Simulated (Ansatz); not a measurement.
The crystal is WS2 (layers cut from the bulk crystal).

The cell holds 6 atoms: 4 S and 2 W. Its edges and angles: a = 3.157 Å, b = 3.157 Å, c = 41.700 Å, α = 90.0°, β = 90.0°, γ = 120.0°. It derives from WS2. Regions: layer 1, 3 atoms (2 S and 1 W); layer 2, 3 atoms (2 S and 1 W). Vacuum lies along c.

```xyz
6
Lattice="3.1571 0.0000 0.0000 -1.5786 2.7341 0.0000 0.0000 0.0000 41.7000" Properties=species:S:1:pos:R:3
S     1.5786    0.9114   16.2320
W     0.0000    1.8228   17.8085
S     1.5786    0.9114   19.3831
S     0.0000    1.8228   22.3169
W     1.5786    0.9114   23.8915
S     0.0000    1.8228   25.4680
```

The structure was relaxed with PBE-D3(BJ). The runs that relaxed it are not among those shown. Spin-orbit coupling is left out unless a run names it.

Gaps computed with Ansatz 0.2.0 without a self-energy: PBE 1.35 eV, PBE+SOC 1.29 eV and HSE06 1.92 eV.

**Question.** What gap should G0W0 on PBE give (9×9×1 mesh, 478 empty bands, screening to 70 eV, PAW set soft_1 files)?

About 1.94 eV: on its mesh the run moves the gap from 1.45 eV by +0.59 eV, and the mesh misses the edges by 0.10 eV. Among the scalar-relativistic levels given, HSE06 is nearest (−0.02 eV). Spin-orbit coupling is not in that value; its −0.06 eV at the PBE level would bring it to about 1.88 eV. Bands and cutoff are finite, so the gap is not at the basis limit. The miss can reach some tenths of an eV and take either sign; the mesh is an error of its own. The mesh in the plane is coarse for a sheet; gap and any exciton binding can still move on denser ones. The many-body steps are scalar-relativistic: spin-orbit coupling is not in them.

[Paths, hosts, dates, memory and timing lines, banners, echoed tables and standing remarks are left out of the program output.]

[Logs are printed without paths, hosts, clocks, repeated set-up lines and the standing remarks that a program may print on its own settings, such as how far it seeks lower states.]

[Runs of the session that timed out or met a known fault of the program may be left out.]

[Cells called generated may have been cut or substituted from an entry of the Crystallography Open Database or the Materials Project.]

[Hosts, paths, dates, database ids (printed as entryN), source tags and the programs' standing remarks are cut or masked in the printed files.]
